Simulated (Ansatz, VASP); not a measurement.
This is a calculation of GaSb for VASP 6.6.1.

The input INCAR:

```
PREC = Accurate
ENCUT = 520
EDIFF = 1E-6
ISMEAR = -1
SIGMA = 0.05
LREAL = F
LASPH = T
NELM = 60
ALGO = Normal
ISIF = 2
LWAVE = F
LCHARG = F
NBANDS = 16
```

KPOINTS

```
regular mesh
0
Gamma
  10 10 10
```

Contents of POSCAR:

```
GaSb
1.0
   -1.5662052804      2.6927187679      2.9124745717
    1.5662052804     -2.6927187679      2.9124745717
    1.5662052804      2.6927187679     -2.9124745717
Sb Ga
1 1
Direct
    0.5000000000      0.5000000000      0.0000000000
    0.0000000000      0.0000000000      0.0000000000
```

Potentials or basis: VASP PAW LDA potentials, release 64 (Sb, Ga_d).

The run is started by

```sh
$ cat potpaw_LDA.64/Sb/POTCAR potpaw_LDA.64/Ga_d/POTCAR > POTCAR
$ mpirun -np 1 vasp_std > vasp.out
```

Set up the same calculation for Ansatz 0.2.0. Potentials there: all-electron LAPW, scalar-relativistic.

As run (the cutoff follows the program's own potentials):

File input.yaml:

```yaml
crystal:
  lattice:
    - [-1.5662052804, 2.6927187679, 2.9124745717]
    - [1.5662052804, -2.6927187679, 2.9124745717]
    - [1.5662052804, 2.6927187679, -2.9124745717]
  atoms:
    - { symbol: Sb, position: [0.5, 0.5, 0.0] }
    - { symbol: Ga, position: [0.0, 0.0, 0.0] }
kpoints:
  mp_grid: { grid: [10, 10, 10] }
scf:
  occupations: { method: fermi_dirac, width: 0.05 }
hamiltonian:
  xc: lda
  pseudopotentials: { kind: all_electron, lapw: { basis_error: 0.001 } }
output:
  forces: true
  stress: true
  eigenvalues: true
```

Potentials or basis: all-electron LAPW, scalar-relativistic.

Run with:

```bash
$ ansatz run input.yaml --threads 1 --pin off --max-ram 3072MiB --backend cpu --events-out ev --progress --plain --runs-dir out
```

Both were run:

|  | VASP | Ansatz | Ansatz less VASP |
| --- | --- | --- | --- |
| gap on the k mesh at the Fermi level (eV) | none | none | - |
| pressure (GPa) | -5.3 | -5.3 | +0.02 |
| largest component of the traceless stress (GPa) | 0.98 | 0.95 | -0.026 |

A gap of «none» marks a metal or a gap that the smearing closes. Ansatz ran all-electron here, so the differences hold the error of VASP's frozen core and of both bases.

The runs have no spin-orbit coupling, so splittings on Sb are missing.
